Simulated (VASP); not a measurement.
# SnO (P4/nmm) in VASP: relaxation of cell and atoms with PBE+D3(BJ)

Aim: the relaxation of cell and atoms of SnO with PBE+D3(BJ).

Everything below comes from runs of VASP 6.6.1. Logs are shortened: lines on timing, memory, paths and dates and some standing lists are left out, and cuts for length are marked.

### Step 1. The structure

It takes space group P4/nmm (No. 129, tetragonal). Conventional cell: a = 3.799 Å, b = 3.799 Å, c = 4.841 Å, α = 90.00°, β = 90.00°, γ = 90.00°. Sn (site symmetry 4mm) has 4 O at 2.22 Å as nearest neighbours. O (site symmetry -4m2) is surrounded by 4 Sn at 2.22 Å.

### Step 2. Relaxation of cell and atoms, PBE+D3(BJ)

Input file INCAR:

```
SYSTEM = SnO
PREC = Accurate
ENCUT = 600
EDIFF = 1E-7
ISMEAR = 0
SIGMA = 0.02
LREAL = .FALSE.
LASPH = .TRUE.
NELM = 60
ALGO = Normal
ISIF = 3
LWAVE = .FALSE.
LCHARG = .FALSE.
GGA = PE
IVDW = 12
IBRION = 2
NSW = 80
EDIFFG = -0.004
```

Input file KPOINTS:

```
Automatic mesh
0
G
  8 8 6
  0 0 0
```

Input file POSCAR:

```
SnO
1.0
    3.7986000000      0.0000000000      0.0000000000
    0.0000000000      3.7986000000      0.0000000000
    0.0000000000      0.0000000000      4.8408000000
Sn O
2 2
Direct
    0.5000000000      0.0000000000      0.2369000000
    0.0000000000      0.5000000000      0.7631000000
    0.0000000000      0.0000000000      0.0000000000
    0.5000000000      0.5000000000      0.0000000000
```

Potentials or basis: VASP PAW PBE potentials, release 64 (Sn_d, O).

On the command line:

```sh
cat potpaw_PBE.64/Sn_d/POTCAR potpaw_PBE.64/O/POTCAR > POTCAR
mpirun -np 1 vasp_std > vasp.out
```

OUTCAR:

```text
SYSTEM = SnO
   PREC = Accurate
   ENCUT = 600
   EDIFF = 1E-7
   ISMEAR = 0
   LREAL = .FALSE.
   LASPH = .TRUE.
   NELM = 60
   ISIF = 3
   GGA = PE
   IVDW = 12
   IBRION = 2
   NSW = 80
   EDIFFG = -0.004
 IVDW          = 12

 ion  position               nearest neighbor table
   1  0.500  0.000  0.237-   3 2.22   4 2.22   4 2.22   3 2.22   2 3.53   2 3.53   2 3.53   2 3.53
                             2 3.70   2 3.70   2 3.70   2 3.70
   2  0.000  0.500  0.763-   3 2.22   4 2.22   3 2.22   4 2.22   1 3.53   1 3.53   1 3.53   1 3.53
                             1 3.70   1 3.70   1 3.70   1 3.70
   3  0.000  0.000  0.000-   1 2.22   2 2.22   2 2.22   1 2.22
   4  0.500  0.500  0.000-   1 2.22   2 2.22   1 2.22   2 2.22

  LATTYP: Found a simple tetragonal cell.
 ALAT       =     3.7986000000
 C/A-ratio  =     1.2743642395

  Lattice vectors:

 A1 = (   3.7986000000,   0.0000000000,   0.0000000000)
 A2 = (   0.0000000000,   3.7986000000,   0.0000000000)
 A3 = (   0.0000000000,   0.0000000000,   4.8408000000)

Analysis of symmetry for initial positions (statically):
=====================================================================
 Subroutine PRICEL returns:
 Original cell was already a primitive cell.

 Routine SETGRP: Setting up the symmetry group for a
 simple tetragonal supercell.

 Subroutine GETGRP returns: Found 16 space group operations
 (whereof  8 operations were pure point group operations)
 out of a pool of 16 trial point group operations.

The static configuration has the point symmetry D_2d.
 The point group associated with its full space group is D_4h.

Analysis of symmetry for dynamics (positions and initial velocities):
=====================================================================
 Subroutine PRICEL returns:
 Original cell was already a primitive cell.

 Routine SETGRP: Setting up the symmetry group for a
 simple tetragonal supercell.

 Subroutine GETGRP returns: Found 16 space group operations
 (whereof  8 operations were pure point group operations)
 out of a pool of 16 trial point group operations.

The dynamic configuration has the point symmetry D_2d.
 The point group associated with its full space group is D_4h.

 Subroutine INISYM returns: Found 16 space group operations
 (whereof  8 operations are pure point group operations),
 and found     1 'primitive' translations

----------------------------------------------------------------------------------------

                                     Primitive cell

  volume of cell :      69.8497

  direct lattice vectors                    reciprocal lattice vectors
     3.798600000  0.000000000  0.000000000     0.263254883  0.000000000  0.000000000
     0.000000000  3.798600000  0.000000000     0.000000000  0.263254883  0.000000000
     0.000000000  0.000000000  4.840800000     0.000000000  0.000000000  0.206577425

  length of vectors
     3.798600000  3.798600000  4.840800000     0.263254883  0.263254883  0.206577425

  position of ions in fractional coordinates (direct lattice)
     0.500000000  0.000000000  0.236900000
     0.000000000  0.500000000  0.763100000
     0.000000000  0.000000000  0.000000000
     0.500000000  0.500000000  0.000000000

  ion indices of the primitive-cell ions
   primitive index   ion index
                 1           1
                 2           2
                 3           3
                 4           4

----------------------------------------------------------------------------------------

 KPOINTS: Automatic mesh

Automatic generation of k-mesh.
 Grid dimensions read from file:
 generate k-points for:    8    8    6

 Generating k-lattice:

  Cartesian coordinates                     Fractional coordinates (reciprocal lattice)
     0.032906860  0.000000000  0.000000000     0.125000000  0.000000000  0.000000000
     0.000000000  0.032906860  0.000000000     0.000000000  0.125000000  0.000000000
     0.000000000  0.000000000  0.034429571     0.000000000  0.000000000  0.166666667

  Length of vectors
     0.032906860  0.032906860  0.034429571

  Shift w.r.t. Gamma in fractional coordinates (k-lattice)
     0.000000000  0.000000000  0.000000000

 Subroutine IBZKPT returns following result:
 ===========================================

 Found     60 irreducible k-points:

 Following reciprocal coordinates:
            Coordinates               Weight
  0.000000  0.000000  0.000000      1.000000
  0.125000  0.000000  0.000000      4.000000
  0.250000  0.000000  0.000000      4.000000
  0.375000  0.000000  0.000000      4.000000
  0.500000  0.000000  0.000000      2.000000
  0.125000  0.125000  0.000000      4.000000
[... 16 lines left out ...]
  0.375000  0.125000  0.166667     16.000000
  0.500000  0.125000  0.166667      8.000000
 [... further k-points ...]
   k-points           NKPTS =     60   k-points in BZ     NKDIM =     60   number of bands    NBANDS=     24
   number of dos      NEDOS =    301   number of ions     NIONS =      4
   total plane-waves  NPLWV =  36000
   dimension x,y,z NGX =    30 NGY =   30 NGZ =   40
   dimension x,y,z NGXF=    60 NGYF=   60 NGZF=   80
   ions per type =               2   2
   NGX,Y,Z   is equivalent  to a cutoff of  13.13, 13.13, 13.74 a.u.
   NGXF,Y,Z  is equivalent  to a cutoff of  26.26, 26.26, 27.47 a.u.
 SYSTEM =  SnO
   PREC   = accura    normal or accurate (medium, high low for compatibility)
   ISTART =      0    job   : 0-new  1-cont  2-samecut
   ICHARG =      2    charge: 1-file 2-atom 10-const
   ISPIN  =      1    spin polarized calculation?
   LNONCOLLINEAR =      F non collinear calculations
   LSORBIT =      F    spin-orbit coupling
   LASPH  =      T    aspherical Exc in radial PAW
   ENCUT  =  600.0 eV  44.10 Ry    6.64 a.u.   7.59  7.59  9.67*2*pi/ulx,y,z
   NELM   =     60;   NELMIN=  2; NELMDL= -5     # of ELM steps
   EDIFF  = 0.1E-06   stopping-criterion for ELM
   LREAL  =      F    real-space projection
   EDIFFG = -.4E-02   stopping-criterion for IOM
   NSW    =     80    number of steps for IOM
   IBRION =      2    ionic relax: 0-MD 1-quasi-New 2-CG
   NFREE  =      1    steps in history (QN), initial steepest desc. (CG)
   ISIF   =      3    stress and relaxation
   ISYM   =      2    0-nonsym 1-usesym 2-fastsym
   POTIM  = 0.5000    time-step for ionic-motion
   TEBEG  =    0.0;   TEEND  =   0.0 temperature during run
   PSTRESS=    0.0 pullay stress
   NELECT =      40.0000    total number of electrons
   NUPDOWN=      -1.0000    fix difference up-down
   EMIN   =  10.00;   EMAX   =-10.00  energy-range for DOS
   EFERMI =   0.00;   METHOD = LEGACY
   ISMEAR =     0;   SIGMA  =   0.02  broadening in eV -4-tet -1-fermi 0-gaus
   EFERMI_NEDOS =   21; number of points for ismear=-14 and -15
   IALGO  =     38    algorithm
   IMIX   =      4    mixing-type and parameters
     AMIX     =   0.40;   BMIX     =  1.00
     AMIX_MAG =   1.60;   BMIX_MAG =  1.00
  volume/ion in A,a.u.               =      17.46       117.84
  Fermi-wavevector in a.u.,A,eV,Ry     =   1.359482  2.569048 25.146163  1.848191
  Thomas-Fermi vector in A             =   2.486226
   LORBIT       =      0    0 simple, 1 ext, 2 COOP (PROOUT), +10 PAW based schemes
   GGA     = PE    functional components
   LHFCALC =     F    Hartree Fock is set to
   AEXX    =    0.0000 exact exchange contribution
   IVDW    =    12    specifies the selected vdW correction
   LEPSILON=     F    determine dielectric tensor
   LRPA    =     F    only Hartree local field effects (RPA)
 conjugate gradient relaxation of ions
 non-spin polarized calculation
 Gauss-broadening in eV      SIGMA  =   0.02
  energy-cutoff  :      600.00
  volume of cell :       69.85
 maximum number of plane-waves:      2354
   NGX = 15   NGY = 15   NGZ = 19

--------------------------------------- Ionic step        1  -------------------------------------------

 number of electron      40.0000023 magnetization

 Free energy of the ion-electron system (eV)
  ---------------------------------------------------
  ext. energy  EPLUGINS =         0.00000000
  ---------------------------------------------------
  free energy    TOTEN  =       -22.66411224 eV

  energy without entropy =      -22.66410788  energy(sigma->0) =      -22.66411006

------------------------ aborting loop because EDIFF is reached ----------------------------------------

 Edisp (eV)   -0.94143

 E8    (eV) :    -0.4083

  FORCE on cell =-STRESS in cart. coord.  units (eV):
  Direction    XX          YY          ZZ          XY          YZ          ZX
  --------------------------------------------------------------------------------------
  -------------------------------------------------------------------------------------
  Total       1.41149     1.41149     0.90510     0.00000     0.00000     0.00000
  in kB      32.37609    32.37609    20.76074     0.00000     0.00000     0.00000
  external pressure =       28.50 kB  Pullay stress =        0.00 kB
[... 103 lines left out ...]
  FREE ENERGIE OF THE ION-ELECTRON SYSTEM (eV)
  ---------------------------------------------------
  free  energy   TOTEN  =       -23.6277391685 eV

  energy  without entropy=      -23.6277344386  energy(sigma->0) =      -23.62773680

[... ionic steps 4 to 11 ...]

--------------------------------------- Ionic step       12  -------------------------------------------

 number of electron      40.0000018 magnetization

------------------------ aborting loop because EDIFF is reached ----------------------------------------

 Edisp (eV)   -0.94679

 E8    (eV) :    -0.4108
[... 73 lines left out ...]
  energy  without entropy=      -23.6333703094  energy(sigma->0) =      -23.63343453

--------------------------------------- Ionic step       14  -------------------------------------------

 number of electron      40.0000017 magnetization

 Free energy of the ion-electron system (eV)
  ---------------------------------------------------
  ext. energy  EPLUGINS =         0.00000000
  ---------------------------------------------------
  free energy    TOTEN  =       -22.68714411 eV

  energy without entropy =      -22.68701511  energy(sigma->0) =      -22.68707961

 E-fermi :   7.1615     XC(G=0): -10.3222

 val. band max:        7.1546543169   @ k =   0.1250   0.0000   0.0000
 cond. band min:       7.1706985635   @ k =   0.0000   0.0000   0.0000
 fundamental gap:      0.0160442466
 Fermi energy:         7.1615139587

 k-point     1 :       0.0000    0.0000    0.0000
  band No.  band energies     occupation
      1     -14.7593      2.00000
      2     -14.3736      2.00000
      3     -14.3736      2.00000
      4     -14.3624      2.00000
      5     -14.3340      2.00000
      6     -14.3262      2.00000
[... 637 lines left out ...]
     23      12.1428      0.00000
     24      12.1428      0.00000

 [... further k-points ...]

------------------------ aborting loop because EDIFF is reached ----------------------------------------

 Edisp (eV)   -0.94637

 E8    (eV) :    -0.4106

  FORCE on cell =-STRESS in cart. coord.  units (eV):
  Direction    XX          YY          ZZ          XY          YZ          ZX
  --------------------------------------------------------------------------------------
  -------------------------------------------------------------------------------------
  Total      -0.01517    -0.01517     0.01221     0.00000     0.00000     0.00000
  in kB      -0.34939    -0.34939     0.28110     0.00000     0.00000     0.00000
  external pressure =       -0.14 kB  Pullay stress =        0.00 kB
[... 19 lines left out ...]
  FREE ENERGIE OF THE ION-ELECTRON SYSTEM (eV)
  ---------------------------------------------------
  free  energy   TOTEN  =       -23.6335092269 eV

  energy  without entropy=      -23.6333802264  energy(sigma->0) =      -23.63344473

 reached required accuracy - stopping structural energy minimisation
```

Run time: 14 min. Hardware: 1 thread of Intel Xeon Platinum 8259CL at 2.50GHz (Skylake/Cascade Lake), shared host; peak memory 0.26 GiB.

What came out:

| Quantity | Value |
| --- | --- |
| Free energy | -23.6335 eV |
| Relaxed volume | 17.39 Å³/atom |
| Relaxed cell | a = 3.835 Å, b = 3.835 Å, c = 4.730 Å, α = 90.00°, β = 90.00°, γ = 90.00° |
| Space group after relaxing (to 0.05 Å) | P4/nmm (No. 129) |
| Energy gained by relaxing | 7.0 meV/atom |
| Ionic steps | 14 |
| Pressure after relaxing | 0.0 GPa |
| Band gap on the k mesh | none (metal or under the smearing width) |
| Dispersion energy per atom | -0.237 eV |

Forces on the atoms (eV/Å):
```
Sn   0.000  0.000 -0.002
Sn   0.000  0.000  0.002
O    0.000  0.000  0.000
O    0.000  0.000  0.000
```

The path:
```
step  energy change (eV)  largest force (eV/Å)  pressure (GPa)  volume (Å³)
   1              0.0000                0.5968            2.85        69.85
   2              0.0007                0.5048           -2.96        73.04
   3             -0.0222                0.0309           -0.19        71.40
   4             -0.0222                0.0418           -0.13        71.37
   5             -0.0234                0.0514           -0.13        71.23
   6             -0.0257                0.0801           -0.12        70.83
   7             -0.0242                0.1338           -0.06        70.02
   8             -0.0261                0.1005           -0.10        70.58
   9             -0.0271                0.0274           -0.23        70.31
  10             -0.0275                0.0358           -0.42        70.01
  11             -0.0279                0.0055            0.05        69.46
  12             -0.0280                0.0096           -0.02        69.54
  13             -0.0280                0.0100           -0.03        69.55
  14             -0.0280                0.0020           -0.01        69.57
```

Final structure:
```
Sn O
1.0
     3.83502    0.00000    0.00000
     0.00000    3.83502    0.00000
     0.00000    0.00000    4.73043
Sn O
2 2
Direct
  0.50000 0.00000 0.24587
  0.00000 0.50000 0.75413
  0.00000 0.00000 0.00000
  0.50000 0.50000 0.00000
```

Caveat: pairwise dispersion overbinds metals, which lowers pressure and volume.
